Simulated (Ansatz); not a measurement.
# Te2Mo: the cost of one run

Method: DFT PBEsol, scalar-relativistic, plane waves, PAW, in Ansatz 0.2.0.

1 further run of the same task is left out (set aside as unsound or not needed).

## Step 1: The system as given

It takes space group P6_3/mmc (No. 194, hexagonal). The conventional cell has a = 3.494 Å, b = 3.494 Å, c = 14.010 Å, α = 90.00°, β = 90.00°, γ = 120.00°. Te (site symmetry 3m) has 3 Mo at 2.71 Å as nearest neighbours. Mo (site symmetry -6m2) is surrounded by 6 Te at 2.71 Å.

Structure file:

```
Te Mo
1.0
     3.49394    0.00000    0.00000
    -1.74697    3.02584    0.00000
     0.00000    0.00000   14.00987
Te Mo
4 2
Direct
  0.33333 0.66667 0.62114
  0.66667 0.33333 0.12114
  0.33333 0.66667 0.87886
  0.66667 0.33333 0.37886
  0.33333 0.66667 0.25000
  0.66667 0.33333 0.75000
```

It is the result of an earlier relaxation at this level (volume 24.69 Å³/atom; gap on the mesh: 0.80 eV).

## Step 2: The bulk's band edges

File input.yaml:

```yaml
crystal:
  lattice:
    - [3.4939419947, 0.0, 0.0]
    - [-1.7469709973, 3.0258425267, 0.0]
    - [0.0, 0.0, 14.0098659497]
  atoms:
    - { symbol: Te, position: [0.3333333333, 0.6666666667, 0.621138059] }
    - { symbol: Te, position: [0.6666666667, 0.3333333333, 0.121138059] }
    - { symbol: Te, position: [0.3333333333, 0.6666666667, 0.878861941] }
    - { symbol: Te, position: [0.6666666667, 0.3333333333, 0.378861941] }
    - { symbol: Mo, position: [0.3333333333, 0.6666666667, 0.25] }
    - { symbol: Mo, position: [0.6666666667, 0.3333333333, 0.75] }
basis:
  ecutwfc: 420
kpoints:
  mp_grid: { grid: [9, 9, 2] }
  band_path: { path: [VBM, CBM], npoints: 2 }
hamiltonian:
  xc: pbesol
scf:
  occupations: { method: gaussian, width: 0.02 }
output:
  forces: true
  stress: true
  eigenvalues: true
```

Command:

```console
$ ansatz run input.yaml --threads 1 --pin off --max-ram 2560MiB --backend cpu --events-out ev --progress --plain --runs-dir out
```

**Question.** How long does this run take on 1 thread of Intel Xeon Platinum 8259CL at 2.50GHz (Skylake/Cascade Lake), shared host, and how much memory does it need?

About 41 s, with a peak of 0.53 GiB.
